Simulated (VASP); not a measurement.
GaP, 2 atoms in the cell. Symmetry: F-43m, No. 216, cubic system. The conventional cell has a = 5.451 Å, b = 5.451 Å, c = 5.451 Å, α = 90.00°, β = 90.00°, γ = 90.00°. Ga (site symmetry -43m) has 4 P at 2.36 Å as nearest neighbours. P (site symmetry -43m) is surrounded by 4 Ga at 2.36 Å. 

| Quantity | Value |
| --- | --- |
| Program | VASP 6.6.1 |
| Task | single point |
| Functional | LDA |
| Potentials or basis | VASP PAW LDA potentials, release 64 (Ga_d, P) |
| Cutoff | 520 eV |
| k mesh | 6 × 6 × 6 |
| Occupations | gaussian, width 0.03 eV |
| Spin | no spin polarisation |
| Further INCAR settings | ALGO = Normal; EDIFF = 1e-06; NBANDS = 16 |

Potentials or basis: VASP PAW LDA potentials, release 64 (Ga_d, P).

Command:

```bash
$ cat potpaw_LDA.64/Ga_d/POTCAR potpaw_LDA.64/P/POTCAR > POTCAR
$ mpirun -np 4 vasp_std > vasp.out
```

Hardware: 4 MPI ranks on Intel(R) Xeon(R) 6975P-C (Granite Rapids) (shared host).

Problem. Estimate the wall time of this run.

Solution. Wall time 2.6 s on 4 MPI ranks on Intel(R) Xeon(R) 6975P-C (Granite Rapids) (shared host), peak memory 0.13 GiB a rank. Counts: scf iterations 12, k points 16.
